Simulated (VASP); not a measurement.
Input of a VASP 6.6.1 run:

The input INCAR:

```
PREC = Accurate
ENCUT = 600
EDIFF = 1E-7
ISMEAR = 0
SIGMA = 0.1
LREAL = False
LASPH = True
NELM = 60
ALGO = Normal
ISIF = 3
LWAVE = False
LCHARG = False
METAGGA = R2SCAN
LMIXTAU = True
LUSE_VDW = True
IVDW_NL = 2
BPARAM = 11.95
CPARAM = 0.0093
IBRION = 2
NSW = 90
EDIFFG = -0.005
```

File KPOINTS:

```
regular mesh
0
Gamma
  15 15 8
```

The input POSCAR:

```
Hf
1.0
    3.1923846300      0.0000000000      0.0000000000
   -1.5961923200      2.7646861900      0.0000000000
    0.0000000000      0.0000000000      5.0450416400
Hf
2
Direct
    0.3333333300      0.6666666700      0.2500000000
    0.6666666700      0.3333333300      0.7500000000
```

Potentials or basis: VASP PAW PBE potentials, release 64 (Hf_pv).

Run with:

```bash
$ cat potpaw_PBE.64/Hf_pv/POTCAR > POTCAR
$ mpirun -np 1 vasp_std > vasp.out
```

Question: Predict the relaxed cell.

Answer: a = 3.185 Å, b = 3.185 Å, c = 5.022 Å, α = 90.00°, β = 90.00°, γ = 120.00°.

Question: Estimate the relaxed volume.

Answer: 22.07 Å³/atom.

Step by step:
| step | energy change (eV) | largest force (eV/Å) | pressure (GPa) | volume (Å³) |
| --- | --- | --- | --- | --- |
| 1 | 0.0000 | 0.0000 | -0.98 | 44.53 |
| 2 | 0.0007 | 0.0000 | 1.28 | 43.66 |
| 3 | -0.0012 | 0.0000 | 0.00 | 44.14 |
| 4 | -0.0012 | 0.0000 | 0.02 | 44.13 |
| 5 | -0.0013 | 0.0000 | 0.01 | 44.14 |

Caveat: the PAW data sets were made with another functional, which shifts forces and pressure a little; pairwise dispersion overbinds metals, which lowers pressure and volume. The run has no spin-orbit coupling, so splittings on Hf are missing.
